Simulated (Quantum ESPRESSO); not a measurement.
Crystal: NaI.

```
I Na
1.0
     0.00000    3.23640    3.23640
     3.23640    0.00000    3.23640
     3.23640    3.23640    0.00000
I Na
1 1
Direct
  0.50000 0.50000 0.50000
  0.00000 0.00000 0.00000
```

Base run:

| Property | Result |
| --- | --- |
| Program | Quantum ESPRESSO 7.5 |
| Functional | WC |
| Potentials or basis | GBRV 1.5 PBE |
| Cutoff | 612 eV |
| Density cutoff | 4898 eV |
| k mesh | 6 × 6 × 6, shifted |
| Occupations | fermi-dirac, width 0.05 eV |
| Spin | no spin polarisation |

Its results: pressure -0.4 GPa; electronic dielectric tensor (diagonal) 3.42.

Question: After a change of settings the same cell gave: pressure 0.5 GPa; electronic dielectric tensor (diagonal) 3.38. Which change was it?
A. functional from WC to PBE
B. functional from WC to PBEsol; potentials or basis from GBRV 1.5 PBE to GBRV 1.5 PBEsol
C. functional from WC to BLYP

Answer: A.

PBE binds less tightly than WC, so the same cell stands under more pressure.

Caveats: the potentials were made for another functional, which shifts forces and pressure (some runs).

Not every run made on this cell is shown here.
